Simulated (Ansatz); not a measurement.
**Clamped-ion strain scan in WS$_{2}$**

Computed with Ansatz 0.2.0, DFT PBEsol, scalar-relativistic, plane waves, PAW. Cutoff 420 eV, Γ-centred 12×12×2 k-points, Gaussian smearing of 0.05 eV. Spin–orbit coupling is left out, which can shift energies with elements as heavy as these. No spin polarisation. Energies are free energies at this smearing, counted from the undisturbed cell; pressure is positive in compression.

The starting cell (relaxed at this level; this form isn't the usual structure):

```yaml
crystal:
  lattice:
    - [3.14578, 0.00000, 0.00000]
    - [-1.57289, 2.72432, 0.00000]
    - [0.00000, 0.00000, 16.95342]
  atoms:
    - { symbol: W, position: [0.33333, 0.66667, 0.00000] }
    - { symbol: S, position: [0.66667, 0.33333, 0.90758] }
    - { symbol: S, position: [0.66667, 0.33333, 0.09242] }
```

The cell holds layers and no dispersion correction was added, so their binding is poorly described.

The cell is strained by ε times the Voigt pattern (0, 1, 0, 0, 0, 0) (xx, yy, zz, yz, xz, xy; engineering shear) with fractional coordinates fixed.

```csv
ε,ΔE (meV/atom)
-0.0200,6.9
-0.0150,3.8
-0.0100,1.7
-0.0050,0.4
0.0000,0.0
0.0050,0.4
0.0100,1.6
0.0150,3.6
0.0175,4.9
0.0200,6.3
```

Problem. Predict the stress summed along the pattern (GPa, tension positive) at each point.

Solution.
```tsv
ε	stress summed along the pattern (GPa, tension positive)
-0.0200	-2.33
-0.0150	-1.71
-0.0100	-1.12
-0.0050	-0.55
0.0000	0.01
0.0050	0.54
0.0100	1.05
0.0150	1.55
0.0175	1.79
0.0200	2.03
```